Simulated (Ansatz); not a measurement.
**Te: from a trial structure to a relaxed crystal**

Theory: DFT PBEsol, scalar-relativistic, plane waves, PAW (Ansatz 0.2.0). Cutoff 420 eV, Γ-centred k mesh, Gaussian smearing, no spin polarisation in the final step.

The start puts Te on the graphite structure type (P6_3/mmc, No. 194), at a guessed volume.

```
Te
1.0
     3.93605    0.00000    0.00000
    -1.96803    3.40872    0.00000
     0.00000    0.00000   10.72014
Te
4
Direct
  0.00000 0.00000 0.25000
  0.00000 0.00000 0.75000
  0.33333 0.66667 0.75000
  0.66667 0.33333 0.25000
```

Cell and atoms relax at zero pressure; the relaxation can't lower the symmetry of the start. After a coarse first stage the cell is made exact in the group found at 0.06 Å.

Energies count from the standard state of Te at the same level.

Problem. Which crystal results?

Solution. It keeps P6_3/mmc (No. 194), but not the shape of the type it started on. Conventional cell: a = 5.160 Å, c = 6.145 Å. Te on Wyckoff site b (2 atoms of the primitive cell) is coordinated by 5 Te at 2.98–3.07 Å; around Te on Wyckoff site d (2 atoms of the primitive cell) lie 3 Te at 2.98 Å.

```
Te
1.0
     5.16021    0.00000    0.00000
    -2.58011    4.46888    0.00000
     0.00000    0.00000    6.14473
Te
4
Direct
  0.00000 0.00000 0.25000
  0.00000 0.00000 0.75000
  0.33333 0.66667 0.75000
  0.66667 0.33333 0.25000
```

Problem. What are its volume, energy, density and gap?

Solution. The volume per atom is 35.42 Å³ and the density is 5.98 g/cm³. The energy over the standard structure is 0.35 eV/atom and the gap on the 12×12×8 mesh is 0 eV (a metal).

The final run used a 12×12×8 mesh on its 4-atom cell and 0.10 eV smearing. The k mesh leaves about 4 meV/atom of noise in metals. Spin–orbit coupling is left out. A structure relaxed within its symmetry needn't be a true minimum. The steps took of the order of 2.4 core-minutes in all.